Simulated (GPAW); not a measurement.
Write an ASE script for GPAW 26.7.0 that does the following.

* Task: band structure
* Functional: LDA
* Potentials or basis: the program's PAW data sets (release 1.2.1) made for this functional
* Cutoff: 600 eV
* Basis: pw
* k mesh: 8 × 8 × 8
* Occupations: fermi-dirac, width 0.05 eV
* Spin: no spin polarisation
* Maxiter: 150
* Band path: GXWKGLUWLK,UX
* Band points: 80

The structure of GaSb lies in POSCAR:

```
GaSb
1.0
    0.0000000000      3.0590000000      3.0590000000
    3.0590000000      0.0000000000      3.0590000000
    3.0590000000      3.0590000000      0.0000000000
Sb Ga
1 1
Direct
    0.7500000000      0.7500000000      0.7500000000
    0.0000000000      0.0000000000      0.0000000000
```

One way to write it, as run:

run.py

```python
from ase.dft.bandgap import bandgap
from ase.io import read, write
from ase.units import GPa
from gpaw import GPAW, PW

atoms = read('POSCAR')

calc = GPAW(mode=PW(600),
            xc='LDA',
            kpts={'size': (8, 8, 8), 'gamma': True},
            occupations={'name': 'fermi-dirac', 'width': 0.05},
            nbands=18,
            convergence={'density': 1e-05, 'energy': 1e-05},
            maxiter=150,
            txt='gpaw.txt')
atoms.calc = calc
energy = atoms.get_potential_energy()
forces = atoms.get_forces()
stress = atoms.get_stress()
calc.write('gs.gpw')
write('result.traj', atoms)
print(f'Energy: {energy:.6f} eV')
print('Forces (eV/A):')
print(forces.round(4))
print('Stress (GPa):', (stress / GPa).round(3))
print('Fermi level:', round(calc.get_fermi_level(), 4), 'eV')
print(f'Gap: {bandgap(calc)[0]:.4f} eV, direct: {bandgap(calc, direct=True)[0]:.4f} eV')

path = atoms.cell.bandpath('GXWKGLUWLK,UX', npoints=80, eps=1e-4)
bs_calc = calc.fixed_density(kpts=path, symmetry='off', nbands=30,
                             convergence={'bands': 'CBM+6.0', 'eigenstates': 1e-6}, txt='bands.txt')
bs = bs_calc.band_structure()
bs.write('bs.json')
print(f'Gap on the path: {bandgap(bs_calc)[0]:.4f} eV')
```

Potentials or basis: the program's PAW data sets (release 1.2.1) made for this functional, pw.

Run with:

```console
$ OMP_NUM_THREADS=1 python run.py
```

Results of the run:

```yaml
Pressure: -1.8 GPa
Band_gap_along_the_path: none (metal or under the smearing width)
```

Caveat: spin-orbit coupling is left out, which moves the levels of the heavy elements; this crystal is a semiconductor, whose small gap the functional closes, so the metal is an error of the method.

Wall time 40 s on 1 thread of Arm Neoverse V2, on a shared host, peak memory 0.29 GiB.
